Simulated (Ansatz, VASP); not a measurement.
# One calculation of GaN, two programs

File INCAR:

```
SYSTEM = GaN
PREC = Accurate
ENCUT = 520
EDIFF = 1E-6
ISMEAR = 0
SIGMA = 0.05
LREAL = .FALSE.
LASPH = .TRUE.
NELM = 80
ALGO = Normal
ISIF = 2
LWAVE = .FALSE.
LCHARG = .FALSE.
GGA = PE
NBANDS = 16
```

KPOINTS

```
Automatic mesh
0
G
  14 14 14
  0 0 0
```

The input POSCAR:

```
GaN
1.0
    0.0000000000      2.1032064750      2.1992920500
    2.1032064750      0.0000000000      2.1992920500
    2.1032064750      2.1032064750      0.0000000000
Ga N
1 1
Direct
    0.0000000000      0.0000000000      0.0000000000
    0.5000000000      0.5000000000      0.5000000000
```

Input for Ansatz:

```yaml
crystal:
  lattice:
    - [0.0, 2.103206475, 2.19929205]
    - [2.103206475, 0.0, 2.19929205]
    - [2.103206475, 2.103206475, 0.0]
  atoms:
    - { symbol: Ga, position: [0.0, 0.0, 0.0] }
    - { symbol: "N", position: [0.5, 0.5, 0.5] }
basis:
  ecutwfc: 420
kpoints:
  mp_grid: { grid: [14, 14, 14] }
hamiltonian:
  xc: pbe
scf:
  occupations: { method: gaussian, width: 0.05 }
output:
  forces: true
  stress: true
  eigenvalues: true
```

Change from the starting cell: strain -0.015 along x and y, +0.030 along z, atoms carried along.

Alike in both runs: task single point; functional PBE; k mesh 14 × 14 × 14; occupations gaussian, width 0.05 eV; no spin polarisation.

```csv
,VASP,Ansatz
version,VASP 6.6.1,Ansatz 0.2.0
potentials or method,"VASP PAW PBE potentials, release 64 (Ga_d, N)","scalar-relativistic, plane waves, PAW"
plane-wave cutoff (eV),520,420
valence electrons in the cell,18,18
```

Ansatz gave:

```
gap on the k mesh at the Fermi level (eV)       : 0.25
least direct gap on the mesh (eV)               : 2.15
pressure (GPa)                                  : 0.5
largest component of the traceless stress (GPa) : 4.55
```

Question: Estimate VASP's values.

Answer: gap on the k mesh at the Fermi level (eV): 0.24; least direct gap on the mesh (eV): 2.15; pressure (GPa): 1.2; largest component of the traceless stress (GPa): 4.65.
